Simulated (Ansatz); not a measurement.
Rows from a G0W0 calculation on SiC (F-43m) (Ansatz 0.2.0; G0W0 on PBE, plane waves, PAW; PAW set soft_1; 6×6×6 mesh, 46 empty bands, screening to 100 eV, PAW set soft_1 files), in eV. Spin-orbit coupling is left out.

```tsv
row	Σx	Σc	Vxc	Z
A	-7.15	-3.88	-11.36	0.82
B	-18.58	3.15	-14.78	0.77
C	-9.64	-5.09	-15.43	0.78
D	-7.45	-4.36	-12.34	0.82
E	-8.13	-5.06	-13.93	0.80
F	-18.35	2.26	-15.73	0.79
```

Q: Which rows are filled states and which are empty ones, and how can one tell?

Filled: B and F. Empty: A, C, D and E. The sign of Σc tells: for a filled state bare exchange, which holds its interaction with itself, lies below Vxc (Σx − Vxc is -2.6 eV or lower here) and screening gives part back as a positive Σc. For an empty state Σx lies above Vxc (+4.2 eV or more) and the Coulomb hole leaves Σc negative.

[Paths, hosts, dates, memory and timing lines, banners, echoed tables and standing remarks are left out of the program output.]

[Logs are printed without paths, hosts, clocks, repeated set-up lines and the standing remarks that a program may print on its own settings, such as how far it seeks lower states.]

[Runs of the session that timed out or met a known fault of the program may be left out.]

[Cells called generated may have been cut or substituted from an entry of the Crystallography Open Database or the Materials Project.]

[Hosts, paths, dates, database ids (printed as entryN), source tags and the programs' standing remarks are cut or masked in the printed files.]
